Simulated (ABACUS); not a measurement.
The system is Tc.

```xyz
1
Lattice="0.0000 1.9500 1.9500 1.9500 0.0000 1.9500 1.9500 1.9500 0.0000" Properties=species:S:1:pos:R:3 pbc="T T T"
Tc    0.0000    0.0000    0.0000
```

This isn't the form of Tc at room conditions, which is hcp.

| Property | Result |
| --- | --- |
| Program | ABACUS 3.10.1 |
| Task | single point |
| Functional | PBE |
| Potentials or basis | PseudoDojo NC SR 0.4.1 PBE standard |
| Cutoff | 1143 eV |
| Density cutoff | 4572 eV |
| Basis | plane waves |
| k mesh | 12 × 12 × 12 |
| Occupations | fermi-dirac, width 0.05 eV |
| Spin | no spin polarisation |

On this cell: pressure -6.0 GPa; band gap on the k mesh none (metal or under the smearing width).

The same run follows on a disturbed copy (cell strained at random at fixed volume):

```
CELL_PARAMETERS angstrom
0.04787 1.96905 1.97138
2.00713 0.03456 1.98470
1.97312 1.94836 0.06856
ATOMIC_POSITIONS crystal
Tc 0.99325 0.99319 0.03631
```

Problem. What does the disturbed cell give?

Solution. The energy (extrapolated to zero smearing) moves by +20.6 meV/atom; pressure -5.4 GPa; band gap on the k mesh none (metal or under the smearing width).

Stress tensor (GPa, compression positive):
```
-7.12 -0.70 -6.78
-0.70 -4.71 -4.95
-6.78 -4.95 -4.35
```
